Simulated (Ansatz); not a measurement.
Ru:

```
Ru
1.0
     2.70580    0.00000    0.00000
    -1.35290    2.34329    0.00000
     0.00000    0.00000    4.28190
Ru
2
Cartesian
  1.3529 0.7811 3.2114
  0.0000 1.5622 1.0705
```

Base run:

| Property | Result |
| --- | --- |
| Program | Ansatz 0.2.0 |
| Functional | PBE |
| Potentials or basis | all-electron LAPW, scalar-relativistic |
| Cutoff | 281 eV (chosen from the basis error) |
| Basis error allowed | 0.001 eV/atom |
| k mesh | 11 × 11 × 6 |
| Occupations | gaussian, width 0.02 eV |
| Spin | no spin polarisation |

Its results: pressure 4.4 GPa.

Problem. The run is repeated on the same cell with these changes: functional from PBE to PBEsol; occupations from gaussian, width 0.02 eV to fermi-dirac, width 0.05 eV. What comes out?

Solution. Pressure -6.2 GPa.
